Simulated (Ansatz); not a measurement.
An Ansatz input:

```yaml
crystal:
  lattice:
    - [-1.5971827961, 1.6387893323, 2.4906442306]
    - [1.6387893323, -1.5971827961, 2.4906442306]
    - [1.5457539298, 1.5457539298, -2.4633045466]
  atoms:
    - { symbol: In, position: [0.0, 0.0, 0.0] }
hamiltonian:
  xc: r2scan
  pseudopotentials:
    kind: paw
    azcp:
      In: "pseudopotentials/In.paw.azcp"
basis:
  ecutwfc: 500
  fft_grid_basis: typed
kpoints:
  mp_grid: { grid: [19, 19, 23], shift: [0, 0, 0] }
magnetization:
  spin_polarized: false
scf:
  occupations: { method: fermi_dirac, width: 0.1 }
output:
  stress: true
```

and its output:

```
Engine: ansatz 0.2.0, x86_64-unknown-linux-gnu
Pseudopotentials: kind: paw
Pseudopotential: In, paw, valence charge 13, recommended cutoff 500 eV (meta_gga) 
Functional definition: r2SCAN
  parameter k0 = 0.174
  parameter k1 = 0.065
  parameter a1 = 4.9479
  exchange = r2scan_x(k0 = k0, k1 = k1, a1 = a1)
  correlation = r2scan_c
Crystal: 1 atoms, lattice volume = 25.248 Å³
Basis set: ecut = 500 eV, 623 PW (Γ), exchange–correlation on 100×100×100 points (64 copies of the dense FFT grid, shifted against one another)
Bands: 11, of which v1, the nominal top of the filled ones, is band 7 counted from 1 (6 counted from 0)
Symmetry: 4 space group operations
Space group: C2/m (ITA 12), of the structure as read, at distance tolerance 2.9e-5 Å
k-points: 2190 of 8303
Non-local potential: In, projectors of the file, l = 0: 2, l = 1: 2, l = 2: 2, l = 3: 2
PAW form: soft (Blöchl's): semilocal exchange-correlation on the pseudo side does not see the compensation charge
PAW frozen core: In, regenerated for the run's functional (the file was generated under x = pbe(κ = 0.804, μ = 0.2195149727645171), c = pbe(β = 0.06672455060314922))
PAW one-centre angular grid: In, 590 points (default); XC on 289 of its mesh's 2783 points in the sphere
Initial density: superposition of atomic densities (neutral atoms: chi_scale 0, normalization atom), corrected by the library's trained network
Initial wavefunctions: pseudopotential atomic-orbital guess
Functional: x = r2scan, c = r2scan; τ floored in thin density (d = 2e-4 eV/Å³)
SCF iter   1: F=—  HF=-5611.814426 eV  |F-HF|=—  |Δ(HF+E_count)|=         —  Δρ=8.03e-3  dr2=8.60e-3  dr2_τ=1.55e-3  ethr=1.77e-3  ⟨swp⟩=5.0  Hψ=146589  notcnv=0
SCF iter   2: F=—  HF=-5611.819310 eV  |F-HF|=—  |Δ(HF+E_count)|=   4.88e-3  Δρ=3.58e-3  dr2=1.73e-3  dr2_τ=7.40e-5  ethr=6.62e-5  ⟨swp⟩=3.0  Hψ=64802  notcnv=0  defer=460
SCF iter   3: F=—  HF=-5611.819246 eV  |F-HF|=—  |Δ(HF+E_count)|=   6.38e-5  Δρ=4.10e-4  dr2=2.25e-5  dr2_τ=9.87e-7  ethr=1.33e-5  ⟨swp⟩=2.9  Hψ=37767  notcnv=0  defer=460
SCF iter   4: F=—  HF=-5611.819264 eV  |F-HF|=—  |Δ(HF+E_count)|=   1.76e-5  Δρ=5.39e-5  dr2=6.44e-7  dr2_τ=5.61e-8  ethr=1.73e-7  ⟨swp⟩=2.0  Hψ=27218  notcnv=0  defer=460
iter 5 did not close the SCF: its close was put off for the readings that it lacked (scf_convergence_deferred on its scf_iter line)
SCF iter   5: F=-5611.819265 eV  HF=-5611.819265 eV  |F-HF|=6.97e-8  |Δ(HF+E_count)|=   6.85e-7  Δρ=1.91e-5  dr2=5.34e-8  dr2_τ=3.32e-9  ethr=4.96e-9  ⟨swp⟩=2.1  Hψ=36663  notcnv=0  defer=460
SCF iter   6: F=-5611.819265 eV  HF=-5611.819265 eV  |F-HF|=3.59e-9  |Δ(HF+E_count)|=   8.66e-8  Δρ=3.29e-6  dr2=3.27e-9  dr2_τ=3.44e-11  ethr=4.11e-10  ⟨swp⟩=2.8  Hψ=87696  notcnv=0
SCF 1 converged in 6 iterations: F = -5611.819265 eV  dr2 = 3.27e-9
SCF converged after 6 iterations
Free energy (F): -5611.819265 eV
Harris-Foulkes:  -5611.819265 eV  (|F-HF|=3.59e-9)
Internal energy: -5611.805950 eV  (E = F + TS)
E sigma→0 (E₀):  -5611.812607 eV
Entropy (-TS):   -0.013315 eV (-13.315 meV/atom)
Fermi energy:    10.743700 eV
--- Per-component energies (eV) ---
  E_band       = -24.871407
  E_kinetic    = 241.760904
  E_local      = -1055.826371  (includes V_loc(G=0)·N_el)
  E_nonlocal   = 366.601749
  E_hartree    = 415.594020
  E_xc         = -201.742801
  E_vxc        = -107.947906  (∫ρ·V_xc dr)
  E_paw        = -4181.581991  (= ΣΔE_a)
  E_vpaw       = -308.297485  (= ΣTr[D̂ρ^β])
  E_aug_tail   = 0.000008  (compensation charges beyond the density's cutoff)
  E_vtau       = 7.651048  (kinetic-family band-sum trace: ∫τ·v_τ [+ j·A + Jᵃ·Aᵃ] dr)
  E_ewald      = -1197.577013
  E_core_change = 0.965546  (= ΣΔE_core)
  E_smearing   = -0.013315  (= −TS)
  E_closure    = -0.000000  (closes the sum)
  Σ components = -5611.819265   (vs F -5611.819265, Δ=0.00e0)
--- Stress (GPa, compression-positive) ---
        1.934269       0.249623      -0.087605
        0.249623       1.934269      -0.087605
       -0.087605      -0.087605       1.860913
  P = ⅓ Tr σ = 1.9098 GPa (19.098 kbar)
```
